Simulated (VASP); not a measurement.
A run of VASP 6.6.1 is set up as follows.

INCAR

```
PREC = Accurate
ENCUT = 600
EDIFF = 1E-7
ISMEAR = 0
SIGMA = 0.02
LREAL = False
LASPH = True
NELM = 80
ALGO = Normal
ISIF = 3
LWAVE = False
LCHARG = False
GGA = PS
IBRION = 2
NSW = 90
EDIFFG = -0.005
```

The input KPOINTS:

```
Automatic mesh
0
Gamma
  9 9 6
```

File POSCAR:

```
AlN
1.0
    3.1285881400      0.0000000000      0.0000000000
   -1.5642940700      2.7094368000      0.0000000000
    0.0000000000      0.0000000000      5.0169550000
Al N
2 2
Direct
    0.6666666700      0.3333333300      0.4992870000
    0.3333333300      0.6666666700      0.9992870000
    0.6666666700      0.3333333300      0.8807130000
    0.3333333300      0.6666666700      0.3807130000
```

Potentials or basis: VASP PAW PBE potentials, release 64 (Al, N).

Command:

```bash
$ cat potpaw_PBE.64/Al/POTCAR potpaw_PBE.64/N/POTCAR > POTCAR
$ mpirun -np 1 vasp_std > vasp.out
```

**Question.** Estimate the relaxed volume.

**Answer.** 10.45 Å³/atom.

**Question.** Predict the band gap on the k mesh.

**Answer.** 4.12 eV, direct.

Step by step:
| step | energy change (eV) | largest force (eV/Å) | pressure (GPa) | volume (Å³) |
| --- | --- | --- | --- | --- |
| 1 | 0.0000 | 0.0063 | -3.30 | 42.53 |
| 2 | -0.0015 | 0.0174 | 3.12 | 41.20 |
| 3 | -0.0075 | 0.0118 | 0.01 | 41.82 |
| 4 | -0.0075 | 0.0100 | 0.00 | 41.81 |
| 5 | -0.0075 | 0.0084 | 0.00 | 41.81 |
| 6 | -0.0075 | 0.0074 | 0.00 | 41.81 |
| 7 | -0.0075 | 0.0003 | 0.00 | 41.81 |

Caveat: the PAW data sets were made with another functional, which shifts forces and pressure a little; an odd mesh through Γ misses points on the zone boundary, where band edges often lie. Expect the measured gap to be larger: semilocal functionals such as PBEsol lack the derivative discontinuity.
